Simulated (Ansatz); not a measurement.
# Molecular dynamics of Mo₁₆H

The input (input.yaml):

```yaml
accuracy: low
crystal:
  lattice:
    - [6.3, 0.0, 0.0]
    - [0.0, 6.3, 0.0]
    - [0.0, 0.0, 6.3]
  atoms:
    - { symbol: Mo, position: [-0.01035422, -0.02358638, 0.02155444] }
    - { symbol: Mo, position: [0.49518414, -0.01912066, -0.01830413] }
    - { symbol: Mo, position: [6.902e-05, 0.49693738, -0.00016594] }
    - { symbol: Mo, position: [-0.01869927, 0.00284969, 0.45995254] }
    - { symbol: Mo, position: [0.2568696, 0.2409308, 0.19771398] }
    - { symbol: Mo, position: [0.48916882, 0.51707422, 0.01185986] }
    - { symbol: Mo, position: [0.51243114, -0.00798713, 0.51407037] }
    - { symbol: Mo, position: [0.76572119, 0.24687996, 0.2576405] }
    - { symbol: Mo, position: [0.00879733, 0.50294317, 0.50106887] }
    - { symbol: Mo, position: [0.25307271, 0.75143674, 0.27104134] }
    - { symbol: Mo, position: [0.25333749, 0.26656224, 0.74004175] }
    - { symbol: Mo, position: [0.48892926, 0.5138263, 0.5118333] }
    - { symbol: Mo, position: [0.75312179, 0.7576688, 0.24727955] }
    - { symbol: Mo, position: [0.74053113, 0.25960167, 0.73575759] }
    - { symbol: Mo, position: [0.24706805, 0.73904158, 0.75450558] }
    - { symbol: Mo, position: [0.75645942, 0.75005619, 0.78845582] }
    - { symbol: H, position: [0.0123726, 1.04585424, 0.74842255] }
basis:
  ecutwfc: 420.0
kpoints:
  mp_grid: { grid: [2, 2, 2] }
hamiltonian:
  xc: pbe
scf:
  occupations: { method: fermi_dirac, width: 0.15 }
  lower_state_search: "off"
md:
  timestep: 0.75
  n_steps: 300
  ensemble: nvt_langevin
  temperature: 2100.0
  initial_velocities: maxwell_boltzmann
  seed: 903004
  friction: 0.02
```

Launched with:

```bash
$ ansatz run input.yaml --threads 2 --pin off --max-ram 5120MiB --backend cpu --events-out ev --progress --plain --runs-dir out
```

It goes on from the last frame of an earlier run, with new velocities.

Output, in part (step lines):

```
md step     0: t =     0.00 fs  T =  1976.5 K  F+E_penalty+E_count = -79309.89069515 eV  E_kin = 4.343136 eV  (7 SCF iters)
md step     1: t =     0.75 fs  T =  1919.6 K  F+E_penalty+E_count = -79309.83090917 eV  E_kin = 4.218189 eV  (6 SCF iters)
md step     2: t =     1.50 fs  T =  2067.1 K  F+E_penalty+E_count = -79309.74664787 eV  E_kin = 4.542251 eV  (6 SCF iters)
md step     3: t =     2.25 fs  T =  2172.1 K  F+E_penalty+E_count = -79309.68121196 eV  E_kin = 4.773124 eV  (6 SCF iters)
md step     4: t =     3.00 fs  T =  2230.4 K  F+E_penalty+E_count = -79309.63850060 eV  E_kin = 4.901208 eV  (6 SCF iters)
md step     5: t =     3.75 fs  T =  2261.1 K  F+E_penalty+E_count = -79309.63668584 eV  E_kin = 4.968597 eV  (5 SCF iters)
md step     6: t =     4.50 fs  T =  2384.0 K  F+E_penalty+E_count = -79309.68013844 eV  E_kin = 5.238596 eV  (5 SCF iters)
md step     7: t =     5.25 fs  T =  2504.2 K  F+E_penalty+E_count = -79309.71657810 eV  E_kin = 5.502688 eV  (5 SCF iters)
[... lines left out ...]
md step   299: t =   224.25 fs  T =  1316.9 K  F+E_penalty+E_count = -79308.73304762 eV  E_kin = 2.893826 eV  (5 SCF iters)
md step   300: t =   225.00 fs  T =  1126.0 K  F+E_penalty+E_count = -79308.68693771 eV  E_kin = 2.474344 eV  (6 SCF iters)
```

The steps, from the saved trajectory:

```csv
time (fs),T (K),potential energy less start (eV)
0,1976,0.000
7.5,2070,0.120
15,1995,0.443
22.5,2168,0.686
30,1823,0.907
37.5,1420,1.239
45,1865,1.035
52.5,2038,0.958
60,1727,1.014
67.5,1682,1.267
75,1781,1.081
82.5,2155,0.820
90,2196,0.477
97.5,2633,0.862
105,2528,1.271
112.5,2320,1.909
120,2013,2.494
127.5,2612,2.984
135,2360,3.159
142.5,2331,2.927
150,2193,3.100
157.5,2231,3.004
165,2142,3.051
172.5,2338,2.765
180,2447,2.399
187.5,2757,1.775
195,2847,1.053
202.5,2448,0.609
210,1819,1.190
217.5,1516,1.186
225,1126,1.204
```

All steps were run. A run of 0.23 ps of so small a system gives no equilibrium averages. Limits of this set-up: coarse k mesh, odd electron count without spin, a small cell, in which the defect meets its images, a typed lattice constant that wasn't relaxed here, low accuracy level.

Mean squared displacements from the first frame to the last, about the centre of mass: Mo 0.07 Å², H 4.56 Å².

Last frame:

```xyz
17
Lattice="6.3000 0.0000 0.0000 0.0000 6.3000 0.0000 0.0000 0.0000 6.3000" Properties=species:S:1:pos:R:3
Mo -0.100 -0.258 -0.058
Mo 2.752 -0.138 -0.144
Mo -0.214 3.082 -0.210
Mo -0.188 -0.201 2.877
Mo 1.482 1.383 1.569
Mo 2.914 2.866 0.011
Mo 3.252 -0.335 2.890
Mo 4.500 1.464 1.236
Mo -0.323 2.942 2.823
Mo 1.312 4.576 1.569
Mo 1.158 1.648 4.594
Mo 2.940 2.863 2.979
Mo 4.567 4.553 1.346
Mo 4.629 1.369 4.403
Mo 1.743 4.430 4.499
Mo 4.551 4.362 4.495
H 1.708 6.636 3.415
```

Run time: 23 min on 2 threads of AMD EPYC 7B13 (Zen 3) (shared host), peak memory 1 GiB.
